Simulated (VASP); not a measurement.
# Pr (P6_3/mmc) in VASP: a series of runs

Runs on Pr. Level: PBEsol. Tasks: single point.

Everything below comes from runs of VASP 6.6.1. Logs are shortened: lines on timing, memory, paths and dates and some standing lists are left out, and cuts for length are marked.

**1. The crystal as given**

It takes space group P6_3/mmc (No. 194, hexagonal). The conventional cell has a = 3.673 Å, b = 3.673 Å, c = 11.835 Å, α = 90.00°, β = 90.00°, γ = 120.00°. Pr (site symmetry -6m2) is surrounded by 12 Pr at 3.64 to 3.67 Å. Pr (site symmetry -3m) has 12 Pr at 3.64 to 3.67 Å as nearest neighbours.

**2. Single point, PBEsol, collinear spin, ferromagnetic start**

Input file INCAR:

```
  ALGO = Normal
  EDIFF = 1E-6
  ENCUT = 600
  GGA = PS
  ISIF = 2
  ISMEAR = 0
  ISPIN = 2
  LASPH = True
  LCHARG = False
  LMAXMIX = 6
  LORBIT = 11
  LREAL = False
  LWAVE = False
  MAGMOM = 2 2 2 2
  NELM = 120
  PREC = Accurate
  SIGMA = 0.1
```

Input file KPOINTS:

```
k-points
0
Gamma
  8 8 3
```

Input file POSCAR:

```
Pr
3.6725
    1.000000000000      0.000000000000      0.000000000000
   -0.500000000000      0.866025403785      0.000000000000
    0.000000000000      0.000000000000      3.222709326072
Pr
4
Direct
    0.6666666667      0.3333333333      0.2500000000
    0.3333333333      0.6666666667      0.7500000000
    0.0000000000      0.0000000000      0.5000000000
    0.0000000000      0.0000000000      0.0000000000
```

Potentials or basis: VASP PAW PBE potentials, release 64 (Pr_3), 4f in core.

Command:

```
cat potpaw_PBE.64/Pr_3/POTCAR > POTCAR
mpirun -np 1 vasp_std > vasp.out
```

OUTCAR:

```text
EDIFF = 1E-6
   ENCUT = 600
   GGA = PS
   ISIF = 2
   ISMEAR = 0
   ISPIN = 2
   LASPH = True
   LORBIT = 11
   LREAL = False
   NELM = 120
   PREC = Accurate

 ion  position               nearest neighbor table
   1  0.667  0.333  0.250-   3 3.64   4 3.64   3 3.64   4 3.64   3 3.64   4 3.64
   2  0.333  0.667  0.750-   3 3.64   4 3.64   3 3.64   4 3.64   3 3.64   4 3.64
   3  0.000  0.000  0.500-   1 3.64   2 3.64   1 3.64   2 3.64   1 3.64   2 3.64
   4  0.000  0.000  0.000-   1 3.64   2 3.64   1 3.64   2 3.64   1 3.64   2 3.64

  LATTYP: Found a hexagonal cell.
 ALAT       =     3.6725000000
 C/A-ratio  =     3.2227093261

  Lattice vectors:

 A1 = (   3.6725000000,   0.0000000000,   0.0000000000)
 A2 = (  -1.8362500000,   3.1804782954,   0.0000000000)
 A3 = (   0.0000000000,   0.0000000000,  11.8354000000)

Analysis of symmetry for initial positions (statically):
=====================================================================
 Subroutine PRICEL returns:
 Original cell was already a primitive cell.

 Routine SETGRP: Setting up the symmetry group for a
 hexagonal supercell.

 Subroutine GETGRP returns: Found 24 space group operations
 (whereof 12 operations were pure point group operations)
 out of a pool of 24 trial point group operations.

The static configuration has the point symmetry D_3d.
 The point group associated with its full space group is D_6h.

Analysis of symmetry for dynamics (positions and initial velocities):
=====================================================================
 Subroutine PRICEL returns:
 Original cell was already a primitive cell.

 Routine SETGRP: Setting up the symmetry group for a
 hexagonal supercell.

 Subroutine GETGRP returns: Found 24 space group operations
 (whereof 12 operations were pure point group operations)
 out of a pool of 24 trial point group operations.

The dynamic configuration has the point symmetry D_3d.
 The point group associated with its full space group is D_6h.

Analysis of structural, dynamic, and magnetic symmetry:
=====================================================================
 Subroutine PRICEL returns:
 Original cell was already a primitive cell.

 Routine SETGRP: Setting up the symmetry group for a
 hexagonal supercell.

 Subroutine GETGRP returns: Found 24 space group operations
 (whereof 12 operations were pure point group operations)
 out of a pool of 24 trial point group operations.

The overall configuration has the point symmetry D_3d.
 The point group associated with its full space group is D_6h.

 Subroutine INISYM returns: Found 24 space group operations
 (whereof 12 operations are pure point group operations),
 and found     1 'primitive' translations

----------------------------------------------------------------------------------------

                                     Primitive cell

  volume of cell :     138.2411

  direct lattice vectors                    reciprocal lattice vectors
     3.672500000  0.000000000  0.000000000     0.272294078  0.157209059  0.000000000
    -1.836250000  3.180478295  0.000000000     0.000000000  0.314418118  0.000000000
     0.000000000  0.000000000 11.835400000     0.000000000  0.000000000  0.084492286

  length of vectors
     3.672500000  3.672500000 11.835400000     0.314418118  0.314418118  0.084492286

  position of ions in fractional coordinates (direct lattice)
     0.666666667  0.333333333  0.250000000
     0.333333333  0.666666667  0.750000000
     0.000000000  0.000000000  0.500000000
     0.000000000  0.000000000  0.000000000

  ion indices of the primitive-cell ions
   primitive index   ion index
                 1           1
                 2           2
                 3           3
                 4           4

----------------------------------------------------------------------------------------

 KPOINTS: k-points

Automatic generation of k-mesh.
 Grid dimensions read from file:
 generate k-points for:    8    8    3

 Generating k-lattice:

  Cartesian coordinates                     Fractional coordinates (reciprocal lattice)
     0.034036760  0.019651132  0.000000000     0.125000000  0.000000000  0.000000000
     0.000000000  0.039302265  0.000000000     0.000000000  0.125000000  0.000000000
     0.000000000  0.000000000  0.028164095     0.000000000  0.000000000  0.333333333

  Length of vectors
     0.039302265  0.039302265  0.028164095

  Shift w.r.t. Gamma in fractional coordinates (k-lattice)
     0.000000000  0.000000000  0.000000000

 Subroutine IBZKPT returns following result:
 ===========================================

 Found     20 irreducible k-points:

 Following reciprocal coordinates:
            Coordinates               Weight
  0.000000  0.000000  0.000000      1.000000
  0.125000  0.000000  0.000000      6.000000
  0.250000  0.000000  0.000000      6.000000
  0.375000 -0.000000  0.000000      6.000000
  0.500000  0.000000  0.000000      3.000000
  0.125000  0.125000  0.000000      6.000000
[... 12 lines left out ...]
  0.250000  0.250000  0.333333     12.000000
  0.375000  0.250000  0.333333     12.000000
   k-points           NKPTS =     20   k-points in BZ     NKDIM =     20   number of bands    NBANDS=     30
   number of dos      NEDOS =    301   number of ions     NIONS =      4
   total plane-waves  NPLWV =  86400
   dimension x,y,z NGX =    30 NGY =   30 NGZ =   96
   dimension x,y,z NGXF=    60 NGYF=   60 NGZF=  192
   ions per type =               4
   NGX,Y,Z   is equivalent  to a cutoff of  13.58, 13.58, 13.48 a.u.
   NGXF,Y,Z  is equivalent  to a cutoff of  27.16, 27.16, 26.97 a.u.
 SYSTEM =  unknown system
   PREC   = accura    normal or accurate (medium, high low for compatibility)
   ISTART =      0    job   : 0-new  1-cont  2-samecut
   ICHARG =      2    charge: 1-file 2-atom 10-const
   ISPIN  =      2    spin polarized calculation?
   LNONCOLLINEAR =      F non collinear calculations
   LSORBIT =      F    spin-orbit coupling
   LASPH  =      T    aspherical Exc in radial PAW
   ENCUT  =  600.0 eV  44.10 Ry    6.64 a.u.   7.33  7.33 23.64*2*pi/ulx,y,z
   NELM   =    120;   NELMIN=  2; NELMDL= -5     # of ELM steps
   EDIFF  = 0.1E-05   stopping-criterion for ELM
   LREAL  =      F    real-space projection
[... 7 lines left out ...]
   TEBEG  =    0.0;   TEEND  =   0.0 temperature during run
   PSTRESS=    0.0 pullay stress
   NELECT =      44.0000    total number of electrons
   NUPDOWN=      -1.0000    fix difference up-down
   EMIN   =  10.00;   EMAX   =-10.00  energy-range for DOS
   EFERMI =   0.00;   METHOD = LEGACY
   ISMEAR =     0;   SIGMA  =   0.10  broadening in eV -4-tet -1-fermi 0-gaus
   EFERMI_NEDOS =   21; number of points for ismear=-14 and -15
   IALGO  =     38    algorithm
   IMIX   =      4    mixing-type and parameters
     AMIX     =   0.40;   BMIX     =  1.00
     AMIX_MAG =   1.60;   BMIX_MAG =  1.00
  volume/ion in A,a.u.               =      34.56       233.22
  Fermi-wavevector in a.u.,A,eV,Ry     =   1.117755  2.112251 16.998799  1.249376
  Thomas-Fermi vector in A             =   2.254381
   LORBIT       =     11    0 simple, 1 ext, 2 COOP (PROOUT), +10 PAW based schemes
   GGA     = PS    functional components
   LHFCALC =     F    Hartree Fock is set to
   AEXX    =    0.0000 exact exchange contribution
   IVDW    =     0    specifies the selected vdW correction
   LEPSILON=     F    determine dielectric tensor
   LRPA    =     F    only Hartree local field effects (RPA)
 spin polarized calculation
 Gauss-broadening in eV      SIGMA  =   0.10
  energy-cutoff  :      600.00
  volume of cell :      138.24
 maximum number of plane-waves:      4661
 NGX is ok and might be reduce to    30
   NGX = 15   NGY = 15   NGZ = 47

 number of electron      44.0000000 magnetization       0.0062282

 number of electron      44.0000000 magnetization      -0.0003499

 Free energy of the ion-electron system (eV)
  ---------------------------------------------------
  ext. energy  EPLUGINS =         0.00000000
  ---------------------------------------------------
  free energy    TOTEN  =       -20.75669893 eV

  energy without entropy =      -20.73290301  energy(sigma->0) =      -20.74480097

 E-fermi :   3.6353     XC(G=0):  -9.8946

 val. band max:        3.6231324995   @ k =   0.2500   0.1250   0.0000
 cond. band min:       3.6870217070   @ k =   0.2500   0.2500   0.3333
 fundamental gap:      0.0638892075
 Fermi energy:         3.6353036792

 spin component 1

 k-point     1 :       0.0000    0.0000    0.0000
  band No.  band energies     occupation
      1     -32.6762      1.00000
      2     -32.6021      1.00000
      3     -32.5811      1.00000
      4     -32.5049      1.00000
      5     -15.2614      1.00000
      6     -14.6605      1.00000
[... 649 lines left out ...]
     29       5.9615      0.00000
     30       6.1550      0.00000
 Fermi energy:         3.6353036792

 spin component 2

 k-point     1 :       0.0000    0.0000    0.0000
  band No.  band energies     occupation
      1     -32.6762      1.00000
      2     -32.6021      1.00000
      3     -32.5812      1.00000
      4     -32.5050      1.00000
      5     -15.2614      1.00000
      6     -14.6605      1.00000
[... 649 lines left out ...]
     29       5.9614      0.00000
     30       6.1550      0.00000

------------------------ aborting loop because EDIFF is reached ----------------------------------------

  FORCE on cell =-STRESS in cart. coord.  units (eV):
  Direction    XX          YY          ZZ          XY          YZ          ZX
  --------------------------------------------------------------------------------------
  -------------------------------------------------------------------------------------
  Total       -0.5616478     -0.5616478     -0.3470841      0.0000000      0.0000000     -0.0000000
  in kB       -6.5093479     -6.5093479     -4.0226117      0.0000000      0.0000000     -0.0000000
  external PRESSURE =      -5.6804358 kB  Pullay stress =       0.0000000 kB

 VOLUME and BASIS-vectors are now :
 -----------------------------------------------------------------------------
  energy-cutoff  :      600.00
  volume of cell :      138.24
      direct lattice vectors                 reciprocal lattice vectors
     3.672500000  0.000000000  0.000000000     0.272294078  0.157209059  0.000000000
    -1.836250000  3.180478295  0.000000000     0.000000000  0.314418118  0.000000000
     0.000000000  0.000000000 11.835400000     0.000000000  0.000000000  0.084492286

 POSITION                                       TOTAL-FORCE (eV/Angst)
 -----------------------------------------------------------------------------------
      1.83625      1.06016      2.95885         0.000000      0.000000     -0.000000
     -0.00000      2.12032      8.87655         0.000000      0.000000      0.000000
      0.00000      0.00000      5.91770        -0.000000      0.000000      0.000000
      0.00000      0.00000      0.00000        -0.000000      0.000000      0.000000
 -----------------------------------------------------------------------------------
    total drift:                                0.000000     -0.000000      0.000000

  FREE ENERGIE OF THE ION-ELECTRON SYSTEM (eV)
  ---------------------------------------------------
  free  energy   TOTEN  =       -20.7566989331 eV

  energy  without entropy=      -20.7329030132  energy(sigma->0) =      -20.74480097

 total charge

# of ion       s       p       d       tot
------------------------------------------
    1        2.136   5.708   0.967   8.811
    2        2.136   5.708   0.967   8.811
    3        2.135   5.702   0.978   8.815
    4        2.135   5.702   0.978   8.815
--------------------------------------------------
tot          8.543  22.818   3.891  35.252

 magnetization (x)

# of ion       s       p       d       tot
------------------------------------------
    1       -0.000  -0.000  -0.000  -0.000
    2       -0.000  -0.000  -0.000  -0.000
    3        0.000   0.000   0.000   0.000
    4        0.000   0.000   0.000   0.000
--------------------------------------------------
tot          0.000  -0.000  -0.000  -0.000
```

It took 2.4 min on 1 thread of AMD EPYC 9R45 (Zen 5), shared host; peak memory 0.37 GiB.

Results:

* Free energy: -20.7567 eV
* Pressure: -0.6 GPa
* Band gap on the k mesh: none (metal or under the smearing width)
* Net moment: 0.00 μB per cell
* Valence electrons inside the program's atomic spheres: Pr 8.81

Levels at points of the mesh, in eV from the Fermi level:
Spin up:
| k point | band 20 | band 21 | band 22 | band 23 | band 24 | band 25 |
| --- | --- | --- | --- | --- | --- | --- |
| (0.00, 0.00, 0.00) | -2.00 | 0.74 | 0.79 | 1.22 | 1.22 | 1.28 |
| (0.50, 0.00, 0.00) | -1.18 | -0.75 | -0.42 | -0.24 | 0.56 | 1.07 |
Spin down:
```csv
k point,band 19,band 20,band 21,band 22,band 23,band 24,band 25,band 26
"(0.00, 0.00, 0.00)",-2.33,-2.00,0.74,0.79,1.22,1.22,1.28,1.28
"(0.50, 0.00, 0.00)",-1.70,-1.18,-0.75,-0.42,-0.24,0.56,1.07,1.16
```

Caveat: the magnetic or orbital state may not be the lowest; the PAW data sets were made with another functional, which shifts forces and pressure a little; spin-orbit coupling is left out, which moves the levels of the heavy elements; the 4f electrons are frozen in the core as for a trivalent ion, so they carry no moment and show no levels. The state reached can hang on the start; a lower one may exist.

**3. Single point, PBEsol, collinear spin, ferromagnetic start**

Input file run.py:

```python
from ase.calculators.vasp import Vasp
from ase.dft.bandgap import bandgap
from ase.io import read

atoms = read('Pr.cif')
atoms.set_initial_magnetic_moments([2.0, 2.0, 2.0, 2.0])
calc = Vasp(
    directory='calc',
    xc='pbesol',
    pp='PBE',
    setups={'base': 'minimal', 'Pr': '_3'},
    prec='Accurate',
    encut=600,
    ediff=1e-06,
    ismear=0,
    sigma=0.1,
    lreal=False,
    lasph=True,
    nelm=100,
    algo='Fast',
    isif=2,
    lwave=False,
    lcharg=False,
    ispin=2,
    lorbit=11,
    lmaxmix=6,
    kpts=[8, 8, 3],
    gamma=True,
)
atoms.calc = calc

print('energy (eV):', atoms.get_potential_energy())
print('free energy (eV):', atoms.get_potential_energy(force_consistent=True))
print('forces (eV/A):')
print(atoms.get_forces())
print('stress (eV/A^3, Voigt):', atoms.get_stress())
print('Fermi level (eV):', calc.get_fermi_level())
print('moment (muB):', atoms.get_magnetic_moment())
print('site moments (muB):', atoms.get_magnetic_moments())
gap, top, bottom = bandgap(calc)
print('band gap (eV):', gap, 'from (spin, k, band)', top, 'to', bottom)
```

Input file Pr.cif:

```cif
data_Pr
_cell_length_a 3.67250000
_cell_length_b 3.67250000
_cell_length_c 11.83540000
_cell_angle_alpha 90.00000000
_cell_angle_beta 90.00000000
_cell_angle_gamma 120.00000000
_space_group_name_H-M_alt 'P1'
_space_group_name_Hall 'P 1'
_space_group_IT_number 1
loop_
_space_group_symop_operation_xyz
'x,y,z'
loop_
_atom_site_label
_atom_site_type_symbol
_atom_site_symmetry_multiplicity
_atom_site_Wyckoff_symbol
_atom_site_fract_x
_atom_site_fract_y
_atom_site_fract_z
_atom_site_occupancy
Pr1 Pr 1 a 0.6666666667 0.3333333333 0.2500000000 1
Pr2 Pr 1 a 0.3333333333 0.6666666667 0.7500000000 1
Pr3 Pr 1 a 0.0000000000 0.0000000000 0.5000000000 1
Pr4 Pr 1 a 0.0000000000 0.0000000000 0.0000000000 1
```

Potentials or basis: VASP PAW PBE potentials, release 64 (Pr_3), 4f in core.

Command:

```
python run.py
```

What it wrote:

```text
energy (eV): -20.74480106
free energy (eV): -20.75669839
forces (eV/A):
[[ 0. -0.  0.]
 [-0.  0. -0.]
 [-0.  0. -0.]
 [ 0.  0. -0.]]
stress (eV/A^3, Voigt): [ 0.00403798  0.00403798  0.00251128  0.         -0.         -0.        ]
Fermi level (eV): 3.63529344
moment (muB): -0.0003497
site moments (muB): [-0. -0. -0. -0.]
band gap (eV): 0.0 from (spin, k, band) (None, None, None) to (None, None, None)
```

OUTCAR:

```text
ENCUT = 600.000000
   EDIFF = 1.00e-06
   GGA = PS
   PREC = Accurate
   ISIF = 2
   ISMEAR = 0
   ISPIN = 2
   LORBIT = 11
   NELM = 100
   LASPH = .TRUE.
   LREAL = .FALSE.

 ion  position               nearest neighbor table
   1  0.667  0.333  0.250-   3 3.64   4 3.64   3 3.64   4 3.64   3 3.64   4 3.64
   2  0.333  0.667  0.750-   3 3.64   4 3.64   3 3.64   4 3.64   3 3.64   4 3.64
   3  0.000  0.000  0.500-   1 3.64   2 3.64   2 3.64   1 3.64   1 3.64   2 3.64
[... 1561 lines left out ...]
     -0.00000      2.12032      8.87655        -0.000000      0.000000     -0.000000
      0.00000      0.00000      5.91770        -0.000000      0.000000     -0.000000
      0.00000      0.00000      0.00000         0.000000      0.000000     -0.000000
 -----------------------------------------------------------------------------------
    total drift:                                0.000000     -0.000000      0.000000

  FREE ENERGIE OF THE ION-ELECTRON SYSTEM (eV)
  ---------------------------------------------------
  free  energy   TOTEN  =       -20.7566983929 eV

  energy  without entropy=      -20.7329037180  energy(sigma->0) =      -20.74480106

 total charge

# of ion       s       p       d       tot
------------------------------------------
    1        2.136   5.708   0.967   8.811
    2        2.136   5.708   0.967   8.811
    3        2.135   5.702   0.978   8.815
    4        2.135   5.702   0.978   8.815
--------------------------------------------------
tot          8.543  22.818   3.891  35.252

 magnetization (x)

# of ion       s       p       d       tot
------------------------------------------
    1       -0.000   0.000  -0.000  -0.000
    2       -0.000   0.000  -0.000  -0.000
    3        0.000   0.000  -0.000  -0.000
    4        0.000   0.000  -0.000  -0.000
--------------------------------------------------
tot         -0.000   0.000  -0.000  -0.000
```

INCAR:

```text
ENCUT = 600.000000
SIGMA = 0.100000
EDIFF = 1.00e-06
ALGO = Fast
GGA = PS
PREC = Accurate
ISIF = 2
ISMEAR = 0
ISPIN = 2
LMAXMIX = 6
LORBIT = 11
NELM = 100
LASPH = .TRUE.
LCHARG = .FALSE.
LWAVE = .FALSE.
LREAL = .FALSE.
MAGMOM = 4*2.0000
```

It took 2.9 min on 1 thread of AMD EPYC 9R45 (Zen 5), shared host; peak memory 0.39 GiB.

Results:

```
Free energy                                           : -20.7567 eV
Pressure                                              : -0.6 GPa
Band gap on the k mesh                                : none (metal or under the smearing width)
Net moment                                            : 0.00 μB per cell
Valence electrons inside the program's atomic spheres : Pr 8.81
```

Caveat: the magnetic or orbital state may not be the lowest; the PAW data sets were made with another functional, which shifts forces and pressure a little; spin-orbit coupling is left out, which moves the levels of the heavy elements; the 4f electrons are frozen in the core as for a trivalent ion, so they carry no moment and show no levels. The state reached can hang on the start; a lower one may exist.
